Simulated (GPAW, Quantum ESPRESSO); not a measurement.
Consider CdS (Hawleyite, F-43m).

```xyz
2
Lattice="0.0000 2.9165 2.9165 2.9165 0.0000 2.9165 2.9165 2.9165 0.0000" Properties=species:S:1:pos:R:3 pbc="T T T"
Cd    0.0000    0.0000    0.0000
S     4.3748    4.3748    4.3748
```

Absorber: atom 2, with 4 Cd at 2.53 Å (tetrahedral, site symmetry -43m). Method: Quantum ESPRESSO XSpectra, PBE, full core hole (charged cell), 8-atom cell with 5.8 Å between holes, 4×4×4 k points, dipole transitions, Lorentzian half width 0.3 eV up to 4 eV, rising linearly to 2.5 eV at 25 eV (counted from xe0, 0.6 eV below the zero used here).

Q: Where do the maxima of the S K edge fall?

Main maxima up to 24 eV above the zero (height): 3.3 eV (2.07), 6.1 eV (1.45), 7.3 eV (1.37) and 14.5 eV (1.15). A K edge sees empty p states on the absorber. The total-energy difference plus the lowest empty eigenvalue puts the zero at 2482.72 eV. One term is added: -16.94 eV, since the hole is spin-paired here and a spin-polarised one costs that much less in the free atom (computed apart). The photon energy is then 2465.78 eV. The functional and the charged cell's background leave an error of a few eV in such absolute values.

The S K spectrum (energy from the lowest empty level; intensity scaled to a mean of 1 over the first 20 eV; the points at xe0, where the cut of filled states can leave a spike, are interpolated):

```
E (eV)  intensity
 -2.00       0.03
 -1.25       0.04
 -0.50       0.06
  0.25       0.10
  1.00       0.29
  1.75       0.57
  2.50       1.40
  3.25       2.02
  4.00       1.54
  4.75       1.35
  5.50       1.29
  6.25       1.41
  7.00       1.32
  7.75       1.27
  8.50       0.92
  9.25       0.78
 10.00       0.69
 10.75       0.65
 11.50       0.72
 12.25       0.85
 13.00       1.00
 13.75       1.11
 14.50       1.15
 15.25       1.11
 16.00       1.02
 16.75       0.93
 17.50       0.87
 18.25       0.84
 19.00       0.83
 19.75       0.85
 20.50       0.88
 21.25       0.90
 22.00       0.92
 22.75       0.96
 23.50       1.02
 24.25       1.07
 25.00       1.10
 25.75       1.12
 26.50       1.11
 27.25       1.10
 28.00       1.07
 28.75       1.05
 29.50       1.03
 30.25       1.03
 31.00       1.03
 31.75       1.02
```

The holes are only 5.8 Å apart, so the shape is probably not converged with cell size; no larger cell was run here. The structure is a published determination, not relaxed.

[Banner, clock and machine lines of the logs are left out without a mark of their own.]

[Logs are printed without paths, hosts, clocks, repeated set-up lines and the standing remarks that a program may print on its own settings, such as how far it seeks lower states.]

[Hosts, paths, dates, database ids (printed as entryN), source tags and the programs' standing remarks are cut or masked in the printed files.]

[Lists of maxima count a maximum above −3 eV only where it reaches 4 % of the highest in the window and stands out from its surroundings by 2 % of it (1.5 % where it reaches 55 %); shoulders and weaker maxima are passed over, and of the rest the first, up to two pre-edge ones and the few strongest are named.]
